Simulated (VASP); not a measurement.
Crystal: Al.

```
Al
1.0
     5.43346   -0.00195    0.09594
    -0.00195    5.51903   -0.07436
     0.09627   -0.07461    5.52945
Al
8
Cartesian
  0.0470 -0.0249 1.3787
  0.0617 -0.0362 4.1479
  5.5294 2.6960 1.4001
  5.4725 2.6241 4.1982
  2.7420 0.0339 1.4028
  2.7652 -0.0993 4.1330
  2.7156 2.7698 1.4301
  2.7816 2.7685 4.2620
```

The cell isn't the ideal one: cell x8, atoms moved at random (sigma 0.05 Å) and cell strained at random (1.5 %), then relaxed without symmetry.

* Program: VASP 6.6.1
* Task: relaxation of cell and atoms
* Functional: PBE
* Potentials or basis: VASP PAW PBE potentials, release 64 (Al)
* Cutoff: 600 eV
* k mesh: 4 × 4 × 4
* Occupations: gaussian, width 0.2 eV
* Spin: no spin polarisation

At the start: pressure -1.5 GPa; volume 20.72 Å³/atom.

Q: Where does the relaxation end?

A: Over 54 steps the energy falls by 361.6 meV/atom and the volume is 16.53 Å³/atom (-20.2 %); space group R-3m (No. 166, to 0.05 Å).

The path:
```
step  energy change (eV)  largest force (eV/Å)  pressure (GPa)  volume (Å³)
   1              0.0000                0.6399           -1.47       165.73
   3             -0.1186                0.2761            0.92       157.57
   5             -0.1641                0.3696           -0.58       161.44
   7             -0.2877                0.5566           -1.07       162.20
   9             -0.8934                1.2428           -3.18       163.07
  11             -0.8964                1.5234           -3.62       162.22
  13             -0.9095                1.4527           -3.48       162.57
  15             -0.9785                1.3927           -4.13       161.93
  17             -1.1326                1.3125           -4.31       159.49
  19             -1.6343                0.9753           -2.03       149.79
  21             -1.7806                1.0841            0.77       142.74
  23             -1.8557                0.9930            0.78       142.28
  25             -1.9707                0.6989           -0.66       144.55
  27             -2.0788                0.4216           -0.37       143.07
  29             -2.1073                1.0309            1.60       136.77
  31             -2.1913                0.5490            0.32       139.42
  33             -2.4431                0.6394           -0.96       138.32
  35             -2.4770                0.6672           -1.04       137.93
  37             -2.6150                0.6763            0.49       133.52
  39             -2.6199                0.7062            0.83       132.88
  41             -2.7281                0.4028           -0.54       134.25
  43             -2.8120                0.3365           -0.25       133.18
  45             -2.8572                0.2423            0.14       132.21
  47             -2.8783                0.1516           -0.11       132.42
  49             -2.8888                0.0690            0.13       131.98
  51             -2.8911                0.0615           -0.04       132.26
  53             -2.8925                0.0335            0.03       132.17
  54             -2.8930                0.0112           -0.02       132.25
```

Final structure:
```
CELL_PARAMETERS angstrom
5.34893 -1.28597 1.32946
-1.35015 5.45347 -1.33981
1.35144 -1.28765 5.34491
ATOMIC_POSITIONS crystal
Al 0.00008 0.99974 0.25019
Al 0.99990 0.00078 0.75066
Al 0.00033 0.50040 0.24997
Al 0.99991 0.50015 0.74966
Al 0.50001 0.99986 0.24988
Al 0.49970 0.99949 0.74976
Al 0.50026 0.49997 0.24992
Al 0.49981 0.49962 0.74996
```

Caveat: the volume moved by over 15 % at a fixed basis, so the end points are rough.
